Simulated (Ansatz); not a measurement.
two structures of HfO2, a comparison of enthalpies under pressure

Program: Ansatz 0.2.0, Python API.

Interactive session:
```pycon
>>> import ansatz as az
>>> import numpy as np
>>> def fluorite(first, second, a):
...     return (
...         az.Lattice.fcc(a)
...         .space_group(225)
...         .atom(first, (0, 0, 0))
...         .atom(second, (0.25, 0.25, 0.25))
...         .primitive()
...     )
...
>>> def alb2(A, B, a):
...     return (
...         az.Lattice.from_parameters(a, a, 1.1 * a, alpha=90, beta=90, gamma=120)
...         .space_group(191)
...         .atom(A, (0, 0, 0))
...         .atom(B, (1 / 3, 2 / 3, 0.5))
...     )
...
>>> def run_phase(name, crystal, pressure=0.0):
...     calc = (
...         crystal.calculation()
...         .functional('PBE', dispersion='d3bjatm')
...         .basis(21 * az.Ha)
...         .kpoints(spacing=0.36)
...         .occupations('gaussian', width=0.02)
...     )
...     calc = calc.relax(force_tolerance=0.02, max_steps=40, cell=True, pressure=pressure)
...     return calc.run()
...
>>> def volume_per_atom(outcome):
...     return abs(np.linalg.det(outcome.lattice.cell_ang)) / len(outcome.lattice.sites)
...
>>> phases = {}
>>> phases['fluorite'] = fluorite('Hf', 'O', 5.16)
>>> phases['AlB2'] = alb2('Hf', 'O', 3.25)
>>> pressures = [0, 5, 10, 20]
>>> enthalpy, volume = {name: [] for name in phases}, {name: [] for name in phases}
>>> for p in pressures:
...     for name, crystal in phases.items():
...         o = run_phase(name, crystal, pressure=p)
...         volume[name].append(volume_per_atom(o))
...         enthalpy[name].append(o.report['energy_sigma0_ev'] / len(o.lattice.sites) + p * volume[name][-1] / 160.21766)
...

>>> gap = np.array(enthalpy['AlB2']) - np.array(enthalpy['fluorite'])
>>> rows = [(p, va, vb, 1000 * d) for p, va, vb, d in zip(pressures, volume['fluorite'], volume['AlB2'], gap)]
>>> print('   P (GPa)  V fluorite (A^3/atom)  V AlB2 (A^3/atom)  H(AlB2) - H(fluorite) (meV/atom)')
   P (GPa)  V fluorite (A^3/atom)  V AlB2 (A^3/atom)  H(AlB2) - H(fluorite) (meV/atom)
>>> for row in rows:
...     print(f'{row[0]:10d}  {row[1]:21.3f}  {row[2]:17.3f}  {row[3]:+32.1f}')
...
         0                 10.899              9.948                           +1880.5
         5                 10.695              9.742                           +1850.8
        10                 10.509              9.556                           +1821.0
        20                 10.180              9.232                           +1761.6
>>> crossings = [p0 - g0 * (p1 - p0) / (g1 - g0) for p0, p1, g0, g1 in zip(pressures, pressures[1:], gap, gap[1:]) if g0 * g1 < 0]
>>> print('crossing near', [round(float(p), 1) for p in crossings], 'GPa') if crossings else print('no crossing in this range')
no crossing in this range
```

The run is spin-unpolarised. At a fixed pressure a relaxation lowers the enthalpy F + PV, while F alone can rise. Dispersion corrections can be off by several per cent in the lattices of metals, and by several GPa in the pressure at a fixed cell. This is a high-temperature or high-pressure form, not the ambient phase. Spin-orbit coupling, which matters for elements this heavy, is left out. Only these two structures are compared, at zero temperature and with their symmetry kept; either may be hypothetical, and another phase may be lower than both. Differences under about 40 meV an atom lie within the error of mesh and functional. The cells are prototypes set up for this calculation and needn't exist. Timing: 100 s on 1 thread of Arm Neoverse V2, on a shared host, peak memory 0.42 GiB.

(Lines on the test bed's own set-up are left out of the output.)
